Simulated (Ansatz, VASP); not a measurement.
## AlCo: VASP beside Ansatz

```
Al Co
1.0
     2.85155    0.00000    0.00000
     0.00000    2.85155    0.00000
     0.00000    0.00000    2.85155
Al Co
1 1
Direct
  0.00000 0.00000 0.00000
  0.50000 0.50000 0.50000
```

Alike in both runs: functional PBE; k mesh 14 × 14 × 14; occupations methfessel-paxton of order 1, width 0.1 eV; no spin polarisation.

Ansatz relaxed the structure, and its values are those at the end. VASP's run is a single point on that final structure, the one shown.

```csv
,VASP,Ansatz
version,VASP 6.6.1,Ansatz 0.2.0
potentials or method,"VASP PAW PBE potentials, release 64 (Al, Co)",plane-wave PAW DFT
plane-wave cutoff (eV),520,420
valence electrons in the cell,12,20
```

|  | VASP | Ansatz | Ansatz less VASP |
| --- | --- | --- | --- |
| pressure (GPa) | 0.0 | 0.0 | +0.01 |

The two sets of potentials don't hold the same shells in valence.

Spin polarisation is off, so any magnetic state and its effect on volume and gap are missing.
